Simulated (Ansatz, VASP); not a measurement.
**Two plane-wave programs on Al**

```
CELL_PARAMETERS angstrom
3.29238 0.00000 0.00000
-1.64619 2.85129 0.00000
0.00000 0.00000 10.41905
ATOMIC_POSITIONS crystal
Al 0.00000 0.00000 0.00000
Al 0.33333 0.66667 0.25000
Al 0.00000 0.00000 0.50000
Al 0.66667 0.33333 0.75000
```

Alike in both runs: task single point; functional PBE; k mesh 15 × 15 × 4; occupations gaussian, width 0.1 eV; no spin polarisation.

```csv
,VASP,Ansatz
version,VASP 6.6.1,Ansatz 0.2.0
potentials or method,"VASP PAW PBE potentials, release 64 (Al)","scalar-relativistic, plane waves, PAW"
plane-wave cutoff (eV),520,420
valence electrons in the cell,12,12
```

```csv
,VASP,Ansatz,Ansatz less VASP
gap on the k mesh at the Fermi level (eV),none,none,-
pressure (GPa),-11.5,-11.5,+0.01
largest component of the traceless stress (GPa),0.22,0.22,+0.001
```

A gap of «none» marks a metal or a gap that the smearing closes.
